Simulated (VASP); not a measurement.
Al:

```xyz
2
Lattice="2.8633 0.0000 0.0000 -1.4317 2.4797 0.0000 0.0000 0.0000 4.6758" Properties=species:S:1:pos:R:3 pbc="T T T"
Al    0.0000    1.6532    1.1690
Al    1.4317    0.8266    3.5069
```

This isn't the form of Al at room conditions, which is fcc.

```yaml
Program: VASP 6.6.1
Task: relaxation of cell and atoms
Functional: r2SCAN
Dispersion: rVV10
Potentials_or_basis: VASP PAW PBE potentials, release 64 (Al)
Cutoff: 600 eV
k_mesh: 18 × 18 × 10
Occupations: gaussian, width 0.1 eV
Spin: no spin polarisation
```

At the start: pressure -3.5 GPa; volume 16.60 Å³/atom.

Question: How do energy, volume and symmetry change on relaxing?

Answer: Over 8 steps the energy falls by 8.3 meV/atom and the volume is 15.90 Å³/atom (-4.2 %); space group P6_3/mmc (No. 194, to 0.05 Å).

Step by step:
| step | energy change (eV) | largest force (eV/Å) | pressure (GPa) | volume (Å³) |
| --- | --- | --- | --- | --- |
| 1 | 0.0000 | 0.0000 | -3.52 | 33.20 |
| 2 | -0.0155 | 0.0000 | 0.92 | 31.48 |
| 3 | -0.0163 | 0.0000 | 0.04 | 31.78 |
| 4 | -0.0163 | 0.0000 | -0.04 | 31.81 |
| 5 | -0.0164 | 0.0000 | -0.04 | 31.81 |
| 6 | -0.0165 | 0.0000 | -0.03 | 31.80 |
| 7 | -0.0165 | 0.0000 | -0.04 | 31.81 |
| 8 | -0.0165 | 0.0000 | -0.03 | 31.81 |

Final structure:
```
CELL_PARAMETERS angstrom
2.82926 0.00000 0.00000
-1.41463 2.45021 0.00000
0.00000 0.00000 4.58819
ATOMIC_POSITIONS crystal
Al 0.33333 0.66667 0.25000
Al 0.66667 0.33333 0.75000
```

Caveat: the PAW data sets were made with another functional, which shifts forces and pressure a little.
